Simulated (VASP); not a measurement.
Crystal: MoSe2.

```
Mo Se
1.0
     3.21173    0.00000    0.00000
    -1.60587    2.78144    0.00000
     0.00000    0.00000   12.46524
Mo Se
2 4
Cartesian
  0.0000 1.8543 3.1163
  1.6059 0.9271 9.3489
  0.0000 1.8543 7.7076
  1.6059 0.9271 1.4750
  0.0000 1.8543 10.9902
  1.6059 0.9271 4.7576
```

The cell isn't the ideal one: a relaxed cell with its volume scaled by 0.94.

- Program: VASP 6.6.1
- Task: relaxation of shape and atoms at fixed volume
- Functional: PBE
- Dispersion: D3(BJ)
- Potentials or basis: VASP PAW PBE potentials, release 64 (Mo_sv, Se)
- Cutoff: 600 eV
- k mesh: 9 × 9 × 2
- Occupations: gaussian, width 0.03 eV
- Spin: no spin polarisation

At the start: pressure 9.4 GPa; volume 18.56 Å³/atom.

Question: Where does the relaxation end?

Answer: Over 7 steps the energy falls by 19.4 meV/atom; space group P6_3/mmc (No. 194, to 0.05 Å).

Step by step:
| step | energy change (eV) | largest force (eV/Å) | pressure (GPa) |
| --- | --- | --- | --- |
| 1 | 0.0000 | 1.0070 | 9.42 |
| 2 | -0.0842 | 0.0538 | 4.64 |
| 3 | -0.0865 | 0.0876 | 5.28 |
| 4 | -0.1110 | 0.0483 | 4.57 |
| 5 | -0.1166 | 0.0143 | 4.08 |
| 6 | -0.1166 | 0.0125 | 4.05 |
| 7 | -0.1167 | 0.0099 | 3.97 |

Final structure:
```
CELL_PARAMETERS angstrom
3.23552 0.00000 0.00000
-1.61776 2.80204 0.00000
0.00000 0.00000 12.28264
ATOMIC_POSITIONS crystal
Mo 0.33333 0.66667 0.25000
Mo 0.66667 0.33333 0.75000
Se 0.33333 0.66667 0.61318
Se 0.66667 0.33333 0.11318
Se 0.33333 0.66667 0.88682
Se 0.66667 0.33333 0.38682
```
